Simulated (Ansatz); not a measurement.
Pt films: biaxial stress and wafer bow

Plane-wave DFT in Ansatz, r2SCAN, scalar-relativistic PAW potentials, cutoff 500 eV, no spin-orbit coupling; no spin polarisation. Pt in space group Fm-3m, strained equally along a and b of the conventional cell, with c and the atoms relaxed within the symmetry (a film with c along the normal). Stress is the in-plane mean, tension positive.

| strain (%) | stress (GPa) | E − E(0) (meV/atom) |
| --- | --- | --- |
| -3.0 | -9.00 | 22.8 |
| -2.0 | -5.48 | 8.9 |
| -1.0 | -2.33 | 1.8 |
| +0.0 | 0.06 | 0.0 |
| +1.0 | 1.88 | 1.9 |
| +2.0 | 3.23 | 6.7 |
| +3.0 | ? | 13.8 |

**Question.** Fit the stress, get the biaxial modulus and predict the missing row.

**Answer.** A parabola through the given rows is σ = 0.05 + 2.158 ε -0.2887 ε² GPa (ε in %), so M = dσ/dε = 216 GPa at zero. It predicts 3.93 GPa at +3.0 %; the run gave 4.03 GPa. The miss is 0.10 GPa, so the fit holds even one step beyond its range. The negative square term means that the film is stiffer in compression than in tension. The energies check it: E/V = Mε² at small strain, and a cubic fit with V = 15.29 Å³/atom gives M = 215 GPa, in agreement.

**Question.** How much does a 50 nm film at -0.3 % strain bow a 300 mm Si(001) wafer 775 μm thick?

**Answer.** The fit, without its small constant, gives σ = -0.67 GPa. Stoney's formula, κ = 6σt_f/(M_s t_s²) with M_s = 180.5 GPa for Si(001) (literature), gives |κ| = 1.85×10⁻³ m⁻¹ and a bow κr²/2 = 20.9 μm at r = 150 mm, with the film side convex (compression pushes the centre up). This assumes a single-crystal or fully textured, unrelaxed film at 0 K.

The cell has no gap in any row, so the stresses hang on mesh and smearing.

Cost: about 19 core-minutes for the runs cited, on Intel Xeon Platinum 8259CL (Skylake/Cascade Lake) (shared hosts).

The stress curve flattens steadily from compression to tension: -3.0 % strain costs 22.8 meV/atom, but +3.0 % only 13.8. The ±1.0 % pair breaks this order slightly, by an amount too small to carry meaning. The asymmetry is ordinary anharmonicity. Squeezing the in-plane neighbours raises the overlap repulsion of the nearly filled 5d shells and the kinetic energy of the sp electrons steeply, whereas stretching weakens the d bonding more gradually. In-plane tension with a relaxing normal also leads from fcc towards bcc along the Bain path, where the stress must vanish again by symmetry, which probably adds to the softening.

At the strain of the wafer example the curvature hardly matters, so the bow rests almost wholly on the linear modulus. That modulus belongs to a (001) film, the soft orientation of elastically anisotropic Pt. Sputtered or evaporated Pt usually grows with (111) texture, which is stiffer in its plane, so 20.9 μm would probably underestimate the bow of such a film at the same strain.
